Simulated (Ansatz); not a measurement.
LaAlO$_{3}$ (cubic perovskite)

```xyz
5
Lattice="3.7716 0.0000 0.0000 0.0000 3.7716 0.0000 0.0000 0.0000 3.7716" Properties=species:S:1:pos:R:3 pbc="T T T"
La     1.8858     1.8858     1.8858
Al     0.0000     0.0000     0.0000
O      0.0000     1.8858     0.0000
O      1.8858     0.0000     0.0000
O      0.0000     0.0000     1.8858
```

Grid over V/V₀ and (c/a)/(c/a)₀, subscript 0 meaning the relaxed cell; the conventional c axis lies along z; no internal relaxation.

These are PBEsol (plane waves to 420 eV, PAW, scalar-relativistic; Ansatz, a quantum-chemistry and plane-wave program) values and carry that method's errors. k mesh 9×9×9 (Γ-centred), Fermi-Dirac smearing 0.05 eV. Compression counts positive. LaAlO3 is run without spin polarisation. LaAlO3 was relaxed with its symmetry unable to fall. This is a high-temperature form of LaAlO3.

Changes of σxx (GPa) from the point V/V₀ = 1.000, (c/a)/(c/a)₀ = 1.000 when one coordinate moves alone (two changes are said to add if the coupling is within 5 % of the smaller one, nearly so within 20 %):

```
point                               change
----------------------------------  ------
V/V₀ = 1.000, (c/a)/(c/a)₀ = 0.920   -5.27
V/V₀ = 1.000, (c/a)/(c/a)₀ = 0.947   -3.68
V/V₀ = 1.000, (c/a)/(c/a)₀ = 0.973   -1.93
V/V₀ = 0.920, (c/a)/(c/a)₀ = 1.000   20.66
V/V₀ = 0.947, (c/a)/(c/a)₀ = 1.000   12.78
V/V₀ = 0.973, (c/a)/(c/a)₀ = 1.000    5.94
V/V₀ = 1.027, (c/a)/(c/a)₀ = 1.000   -5.16
V/V₀ = 1.053, (c/a)/(c/a)₀ = 1.000   -9.65
V/V₀ = 1.080, (c/a)/(c/a)₀ = 1.000  -13.55
V/V₀ = 1.000, (c/a)/(c/a)₀ = 1.027    2.14
V/V₀ = 1.000, (c/a)/(c/a)₀ = 1.053    4.50
V/V₀ = 1.000, (c/a)/(c/a)₀ = 1.080    7.09
```

**Question.** Do the two effects add at V/V₀ = 0.947, (c/a)/(c/a)₀ = 1.080? Give the computed change.

**Answer.** The sum of the single changes is 12.78 + (7.09) = 19.87; the calculation gives 21.53, so the coupling contributes 1.66 (over 20 % of the smaller single change, not additive).

**Question.** Do the two effects add at V/V₀ = 0.947, (c/a)/(c/a)₀ = 1.053? Give the computed change.

**Answer.** The sum of the single changes is 12.78 + (4.50) = 17.28; the calculation gives 18.35, so the coupling contributes 1.07 (over 20 % of the smaller single change, not additive).

**Question.** What is the change at V/V₀ = 1.080, (c/a)/(c/a)₀ = 1.053, where both move, and how far is it from the sum?

**Answer.** The sum of the single changes is -13.55 + (4.50) = -9.05; the calculation gives -10.29, so the coupling contributes -1.24 (over 20 % of the smaller single change, not additive).

(Under strain, the slope of the energy per volume gives the stress and its curvature an elastic modulus.)
